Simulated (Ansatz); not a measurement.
InSe and the effect of the functional

Space group P6_3/mmc (No. 194). a = 4.050 Å, b = 4.050 Å, c = 16.930 Å, α = 90.00°, β = 90.00°, γ = 120.00°
| atom | site | symmetry | x | y | z |
| --- | --- | --- | --- | --- | --- |
| In | 4f | 3m. | 0.6667 | 0.3333 | 0.8430 |
| Se | 4f | 3m. | 0.6667 | 0.3333 | 0.3980 |

Kept alike: task band structure; k mesh 8 × 8 × 2; occupations fermi-dirac, width 0.05 eV; no spin polarisation. Program: Ansatz, Ansatz PAW. Cutoffs run from 420 to 500 eV. The mesh is that of the run's cell of 8 atoms. No spin-orbit coupling.

| functional | pressure (GPa) |
| --- | --- |
| LDA | 3.36 |
| PBE | 7.57 |
| PBEsol | 5.03 |
| r2SCAN | 5.92 |

Pressure is positive in compression, with a Pulay correction for the finite cutoff. For a metal such a mesh leaves the last digits unconverged. All rows use potentials made for PBE.

Task: What does the functional change here?

Result: The pressure runs from 3.36 (LDA) to 7.57 GPa (PBE). From PBE: LDA -4.21; PBEsol -2.54; r2SCAN -1.65. A positive pressure means that the functional's own cell is larger than the one given, a negative one that it is smaller.

All four functionals put the given cell under compression, with the pressure rising from LDA through PBEsol and r2SCAN to PBE. This is the familiar order of equilibrium volumes: LDA overbinds, while PBE's gradient correction favours the more inhomogeneous density of stretched bonds. PBEsol weakens that correction, and r2SCAN also lies between the two extremes.

The sign for LDA is unexpected, since it normally prefers a cell smaller than the measured one. The likely cause is the atomic positions: the coordinates give In–Se bonds clearly shorter than is usual for InSe, and an In–In distance well beyond a normal single bond. Squeezed In–Se bonds would push outwards with any functional, so much of the shared positive pressure probably comes from the geometry, and the differences between rows say more about the functionals than the absolute values do. A single pressure also can't separate the stiff covalent layers from the soft van der Waals gap, so it doesn't show which functional best describes the layer spacing.
